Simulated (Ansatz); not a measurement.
Crystal: TaN.

```
Ta N
1.0
     5.18500    0.00000    0.00000
    -2.59250    4.49034    0.00000
     0.00000    0.00000    2.90800
Ta N
3 3
Direct
  0.00000 0.00000 0.00000
  0.33333 0.66667 0.50000
  0.66667 0.33333 0.50000
  0.50000 0.00000 0.00000
  0.50000 0.50000 0.00000
  0.00000 0.50000 0.00000
```

- Program: Ansatz 0.2.0
- Task: relaxation of cell and atoms
- Functional: PBE
- Potentials or basis: Ansatz PAW
- Cutoff: 420 eV (not typed: the program's choice for these potentials)
- k mesh: 6 × 6 × 9
- Occupations: fermi-dirac, width 0.05 eV
- Spin: no spin polarisation
- Hubbard terms: Ta d U = 5 eV

At the start: volume 11.28 Å³/atom.

Problem. Where does the relaxation end?

Solution. It ends after 7 steps and the volume is 11.88 Å³/atom (+5.3 %); space group P6/mmm (No. 191, to 0.05 Å).

The path:
| step | energy change (eV) | largest force (eV/Å) | volume (Å³) |
| --- | --- | --- | --- |
| 1 | 0.0000 | 0.0000 | 67.71 |
| 2 | -0.1038 | 0.0000 | 72.85 |
| 3 | -0.1480 | 0.0000 | 71.40 |
| 4 | -0.1490 | 0.0000 | 71.23 |
| 5 | -0.1621 | 0.0000 | 71.23 |
| 6 | -0.1620 | 0.0000 | 71.31 |
| 7 | -0.1622 | 0.0000 | 71.31 |

Final structure:
```yaml
crystal:
  lattice:
    - [5.30125, 0.00000, 0.00000]
    - [-2.65063, 4.59102, 0.00000]
    - [0.00000, 0.00000, 2.92984]
  atoms:
    - { symbol: Ta, position: [0.00000, 0.00000, 0.00000] }
    - { symbol: Ta, position: [0.33333, 0.66667, 0.50000] }
    - { symbol: Ta, position: [0.66667, 0.33333, 0.50000] }
    - { symbol: N, position: [0.50000, 0.00000, 0.00000] }
    - { symbol: N, position: [0.50000, 0.50000, 0.00000] }
    - { symbol: N, position: [0.00000, 0.50000, 0.00000] }
```

Caveat: the plane-wave basis is chosen anew once the cell has moved, so the energies of steps on either side of that aren't comparable; the pressure holds a Pulay correction of +0.4 GPa for the finite cutoff; U without spin polarisation on a metal has little footing.
